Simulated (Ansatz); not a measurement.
Ionic part of the dielectric constant of ZrO2 at 40 GPa, mode by mode

Level of theory: DFT PBEsol, scalar-relativistic, plane waves, PAW (Ansatz). Cutoff 420 eV, 8×8×8 k-points (Γ-centred), fixed occupations. No spin polarisation. Phonons by linear response, acoustic sum rule imposed.

Symmetry: Fm-3m, No. 225, cubic system. Conventional cell: a = 4.863 Å, b = 4.863 Å, c = 4.863 Å, α = 90.00°, β = 90.00°, γ = 90.00°. Zr (site symmetry m-3m) is surrounded by 8 O at 2.11 Å. O (site symmetry -43m) is surrounded by 4 Zr at 2.11 Å.

Other phases may be more stable at this pressure.

The primitive cell has V = 28.75 Å³ and ε∞,yy = 5.768. Each polar mode adds Δε = (4.92064×10⁷/V)·S/ν² along y, with S its oscillator strength in e²/amu, ν in cm⁻¹ and V in Å³.

Question: From these modes, find each Δε and ε0,yy.
| ν (cm⁻¹) | S_yy (e²/amu) |
| --- | --- |
| 375.1 | 1.415 |

Answer:
```csv
ν (cm⁻¹),Δε
375.1,17.21
```

The sum is 17.213, so ε0,yy = 22.98; the run's tensor has 22.98.

Question: Where do the longitudinal modes lie for a wave vector along y?

Answer: At 749 cm⁻¹. The Lyddane–Sachs–Teller product Π(ν_LO/ν_TO)² = 3.98 matches ε0/ε∞ = 3.98.

This fluorite-type form isn't the usual stable structure of the compound at low pressure.

Cost: 1 run of about 1.5 core-minutes, on Intel Xeon Processor @ 2.50GHz (Skylake/Cascade Lake) (shared hosts).